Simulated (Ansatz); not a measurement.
# Cr: straining the crystal, biaxial strain in the a-b plane

An exercise on one series of results from a longer session: the logs are not shown, and one member is left open.

Program: Ansatz 0.2.0. Level of theory: DFT PBE, scalar-relativistic, plane waves, PAW. These are calculated values, not measurements.

3 further runs of the same task are left out: 3 set aside as unsound or not needed.

## The starting structure

The structure is cubic, space group Im-3m (No. 229). Conventional cell: a = 2.848 Å, b = 2.848 Å, c = 2.848 Å, α = 90.00°, β = 90.00°, γ = 90.00°. Cr (site symmetry m-3m) has 8 Cr at 2.47 Å in its first shell of neighbours.

Structure file:

```cif
data_structure
_symmetry_space_group_name_H-M 'P 1'
_symmetry_Int_Tables_number 1
_cell_length_a 2.8478
_cell_length_b 2.8478
_cell_length_c 2.8478
_cell_angle_alpha 90.000
_cell_angle_beta 90.000
_cell_angle_gamma 90.000
_cell_volume 23.10
loop_
_atom_site_label
_atom_site_type_symbol
_atom_site_fract_x
_atom_site_fract_y
_atom_site_fract_z
_atom_site_occupancy
Cr1 Cr 0.00000 0.00000 0.00000 1
Cr2 Cr 0.50000 0.50000 0.50000 1
```

The unstrained cell was computed beforehand with the same settings: E(σ→0) = -6755.4716 eV for 2 atoms, gap none (metal).

The first run:

Input file input.yaml:

```yaml
crystal:
  lattice:
    - [2.790873416, 0.0, 0.0]
    - [0.0, 2.790873416, 0.0]
    - [0.0, 0.0, 2.8820039765]
  atoms:
    - { symbol: Cr, position: [0.0, 0.0, 0.0] }
    - { symbol: Cr, position: [0.5, 0.5, 0.5] }
basis:
  ecutwfc: 420
kpoints:
  mp_grid: { grid: [18, 18, 18] }
hamiltonian:
  xc: pbe
scf:
  occupations: { method: gaussian, width: 0.1 }
output:
  forces: true
  stress: true
  eigenvalues: true
relax:
  adjacent_minimum: "off"
  f_tol: 0.008
  max_steps: 40
  cell: { stress_tol: 0.015, fix: [a, b, gamma] }
```

Started as:

```bash
ansatz run input.yaml --threads 1 --pin off --max-ram 2560MiB --backend cpu --events-out ev --progress --plain --runs-dir out
```

Among the steps run: Strain -2.0 %; The cell strained by +2.0 %; Strain -4.0 %; Strain +4.0 %; Strain -6.0 %; At +6.0 %.

One table of the session follows, with a row left open; its other results are not shown here.

Lengths are those of the vectors of the cell that was run; stresses in GPa:

```
strain (%)  ΔE (meV/atom)  a (Å)  b (Å)  c (Å)
      -6.0          159.7  2.677  2.677  2.983
      -4.0           69.5  2.734  2.734  2.927
      -2.0           16.9  2.791  2.791  2.883
      +0.0            0.0  2.848  2.848  2.848
      +2.0              ?      ?      ?      ?
      +4.0           57.7  2.962  2.962  2.788
      +6.0          123.5  3.019  3.019  2.758
```

Q: Estimate the row for strain (%) = +2.0 from the others.

Worked estimate for «ΔE (meV/atom)». A straight line through the neighbours (0.0, 0.0) and (4.0, 57.7) gives 0.0 + (57.7 − 0.0) × (2.0 − 0.0) / (4.0 − 0.0) = 28.9; a parabola fitted to 4 rows on both sides gives 15.1.

As computed: ΔE (meV/atom): 15.1; a (Å): 2.905; b (Å): 2.905; c (Å): 2.817. In «ΔE (meV/atom)» the line misses by +13.8 and the parabola by 0.0.

ΔE is over the unstrained cell. Stress in GPa, positive in compression, on the Cartesian axes of the input. 

Limits of these values: Spin polarisation is off in the runs that give these values; a magnetic solution could lie lower.
